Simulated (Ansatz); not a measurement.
MgO in the CsCl structure, relaxed with r2SCAN, was run in the plane-wave code Ansatz under altered settings. All numbers are computed, without spin polarisation but where a row says otherwise.

```
CELL_PARAMETERS angstrom
2.62335 0.00000 0.00000
0.00000 2.62335 0.00000
0.00000 0.00000 2.62335
ATOMIC_POSITIONS crystal
Mg 0.00000 0.00000 0.00000
O 0.50000 0.50000 0.50000
```

The base run's other keys:
```yaml
kpoints:
  mp_grid: { grid: [4, 4, 4] }
hamiltonian:
  xc: hse06
scf:
  occupations: { method: fixed }
  n_extra_bands: 4
```

It takes 12 iterations with 365 plane waves at 420 eV and 10 k points, and leaves a mean stress of -0.68 GPa. The gap over this mesh is 4.205 eV. It ran on 4 threads of Arm Neoverse N1 (shared host).

Outcomes, with energy and stress as changes against the base:

| setting | outcome | ΔF (meV/atom) | Δ mean stress (GPa) | gap on the mesh (eV) | iterations | wall time |
| --- | --- | --- | --- | --- | --- | --- |
| PBE hybrid, exx coeff 0.35, omega 0.2078 1/Å | converged | – | -2.6 | 4.872 | 12 | 2.9 s |
| hamiltonian.xc: hiss | refused | – | – | – | – | 0.48 s |
| PBE hybrid, exx coeff 0.2, omega 0.3 1/Å | converged | – | +1.5 | 3.676 | 12 | 2.7 s |
| PBE hybrid, exx coeff -0.2, omega 0.5 1/Å | refused | – | – | – | – | 0.03 s |
| scf.convergence.dr2_threshold: 1e-12 | converged | 0.0 | 0.0 | 4.205 | 16 | 2.8 s |

A dash marks a value that wasn't obtained or can't be compared. Stress is positive in compression. The base took 2.7 s.

- PBE hybrid, exx coeff 0.35, omega 0.2078 1/Å. That is 35 % exact exchange, screened with ω = 0.2078 1/Å, against HSE06's 25 % screened at 0.208 1/Å. The mean stress moves by -2.6 GPa and the gap on the mesh by +0.667 eV (to 4.872). Totals of different functionals aren't comparable. The program warns that on this mesh the truncation of the exchange isn't bounded, so part of the change can be an error of the mesh.
- hamiltonian.xc: hiss. The program doesn't start. Error: inconsistent input (scf.exx.singularity, hamiltonian.xc): left to auto with a screened hybrid — auto would keep the own limit of the kernel of several ranges that all end (none), and with it the interaction's periodic images, which move energies and levels by what the mesh and the cell leave; type `singularity […]
- PBE hybrid, exx coeff 0.2, omega 0.3 1/Å. That is 20 % exact exchange, screened with ω = 0.3 1/Å, against HSE06's 25 % screened at 0.208 1/Å. The mean stress moves by +1.5 GPa and the gap on the mesh by -0.528 eV (to 3.676). Totals of different functionals aren't comparable.
- PBE hybrid, exx coeff -0.2, omega 0.5 1/Å. The input is refused before any iteration. Error: invalid value for `hamiltonian.xc.exx.coeff`: must be finite and in (0, 1]; got -0.2

Within 1 meV an atom, 0.1 GPa and 0.005 eV of the base stay: scf.convergence.dr2_threshold: 1e-12.

The stress of a hybrid is loosely converged in these runs.

The meshes of the hybrids are coarse, so their gaps aren't converged to the digits shown.
